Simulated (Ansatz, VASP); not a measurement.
## CaH4 in VASP and in Ansatz

The input INCAR:

```
PREC = Accurate ; ENCUT = 520
EDIFF = 1E-6 ; ISMEAR = -1
SIGMA = 0.05 ; LREAL = False
LASPH = True ; NELM = 60
ALGO = Normal ; ISIF = 2
LWAVE = False ; LCHARG = False
GGA = PE ; NBANDS = 15
```

KPOINTS

```
Automatic mesh
0
Gamma
  5 5 5
```

File POSCAR:

```
CaH4
1.0
    4.0846204000      0.0000000000      0.0000000000
    0.0000000000      4.0846204000      0.0000000000
    0.0000000000      0.0000000000      4.1679800000
Ca H
1 4
Direct
    0.0000000000      0.0000000000      0.0000000000
    0.5000000000      0.0000000000      0.0000000000
    0.0000000000      0.5000000000      0.0000000000
    0.0000000000      0.0000000000      0.5000000000
    0.5000000000      0.5000000000      0.5000000000
```

The input input.yaml:

```yaml
crystal:
  lattice:
    - [4.0846204, 0.0, 0.0]
    - [0.0, 4.0846204, 0.0]
    - [0.0, 0.0, 4.16798]
  atoms:
    - { symbol: Ca, position: [0.0, 0.0, 0.0] }
    - { symbol: H, position: [0.5, 0.0, 0.0] }
    - { symbol: H, position: [0.0, 0.5, 0.0] }
    - { symbol: H, position: [0.0, 0.0, 0.5] }
    - { symbol: H, position: [0.5, 0.5, 0.5] }
hamiltonian:
  xc: pbe
  pseudopotentials: { kind: paw }
kpoints:
  mp_grid: { grid: [5, 5, 5] }
scf:
  occupations: { method: fermi_dirac, width: 0.05 }
output:
  forces: true
  stress: true
  eigenvalues: true
```

Change from the starting cell: strain = -0.02.

Alike in both runs: task single point; functional PBE; k mesh 5 × 5 × 5; occupations fermi-dirac, width 0.05 eV; no spin polarisation.

|  | VASP | Ansatz |
| --- | --- | --- |
| version | VASP 6.6.1 | Ansatz 0.2.0 |
| potentials or method | VASP PAW PBE potentials, release 64 (Ca_sv, H) | Ansatz PAW |
| plane-wave cutoff (eV) | 520 | 420 |
| valence electrons in the cell | 14 | 14 |

Ansatz gave:

* gap on the k mesh at the Fermi level (eV): 0.01
* least direct gap on the mesh (eV): 0.01
* pressure (GPa): 1.1
* largest component of the traceless stress (GPa): 0.74

**Question.** Estimate VASP's values.

**Answer.** gap on the k mesh at the Fermi level (eV): 0.01; least direct gap on the mesh (eV): 0.01; pressure (GPa): 1.1; largest component of the traceless stress (GPa): 0.75.

Caveats: an odd mesh through Γ misses points on the zone boundary, where band edges often lie (VASP).
